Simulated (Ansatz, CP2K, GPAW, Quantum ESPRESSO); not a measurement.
One calculation of Ti, 4 ways

```
Ti
1.0
     2.95000    0.00000    0.00000
    -1.47500    2.55477    0.00000
     0.00000    0.00000    4.68000
Ti
2
Cartesian
  1.4750 0.8516 3.5100
  0.0000 1.7032 1.1700
```

Alike in all runs: task band structure; functional LDA; k mesh 10 × 10 × 6; occupations fermi-dirac, width 0.05 eV; no spin polarisation; no spin-orbit coupling. LDA stands for any of its common fits. Pressure is positive in compression and, in plane waves, holds the error of the finite cutoff.

```csv
program and potentials,plane-wave cutoff (eV),notes,pressure (GPa)
"GPAW, the program's PAW data sets (release 1.2.1) made for this functional",600,-,-10.28
"Ansatz, all-electron LAPW, scalar-relativistic",-,-,?
"CP2K, GTH_POTENTIALS Ti GTH-PADE-q12; TZVP-MOLOPT-PBE-GTH basis",-,atomic basis,-9.50
"Quantum ESPRESSO, PseudoDojo 0.4.1 SR LDA standard",1143,-,-9.69
```

Problem. Estimate from the other rows what the run with Ansatz, all-electron LAPW, scalar-relativistic gave.

Solution. Pressure -9.79 GPa. The other rows, which needn't bracket it: pressure -10.28 to -9.50.
